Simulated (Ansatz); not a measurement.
Pd:

```
Pd
1.0
     0.00000    1.94650    1.94650
     1.94650    0.00000    1.94650
     1.94650    1.94650    0.00000
Pd
1
Direct
  0.00000 0.00000 0.00000
```

| Quantity | Value |
| --- | --- |
| Program | Ansatz 0.2.0 |
| Task | relaxation of cell and atoms |
| Functional | RPBE |
| Potentials or basis | Ansatz PAW |
| Cutoff | 420 eV (not typed: the program's choice for these potentials) |
| k mesh | 12 × 12 × 12 |
| Occupations | fermi-dirac, width 0.05 eV |
| Spin | no spin polarisation |

At the start: volume 14.75 Å³/atom.

Problem. Where does the relaxation end?

Solution. It ends after 6 steps and the volume is 15.76 Å³/atom (+6.8 %); space group Fm-3m (No. 225, to 0.05 Å).

Step by step:
```tsv
step	energy change (eV)	largest force (eV/Å)	volume (Å³)
1	0.0000	0.0000	14.75
2	-0.0241	0.0000	16.34
3	-0.0335	0.0000	15.84
4	-0.0337	0.0000	15.75
5	-0.0337	0.0000	15.76
6	-0.0341	0.0000	15.76
```

Final structure:
```cif
data_structure
_symmetry_space_group_name_H-M 'P 1'
_symmetry_Int_Tables_number 1
_cell_length_a 2.8140
_cell_length_b 2.8140
_cell_length_c 2.8140
_cell_angle_alpha 60.000
_cell_angle_beta 60.000
_cell_angle_gamma 60.000
_cell_volume 15.76
loop_
_atom_site_label
_atom_site_type_symbol
_atom_site_fract_x
_atom_site_fract_y
_atom_site_fract_z
_atom_site_occupancy
Pd1 Pd 0.00000 0.00000 0.00000 1
```

Caveat: the plane-wave basis is chosen anew once the cell has moved, so the energies of steps on either side of that aren't comparable; the PAW data sets come from PBE, with cores solved anew for the run's functional, which leaves a small shift of forces and pressure.
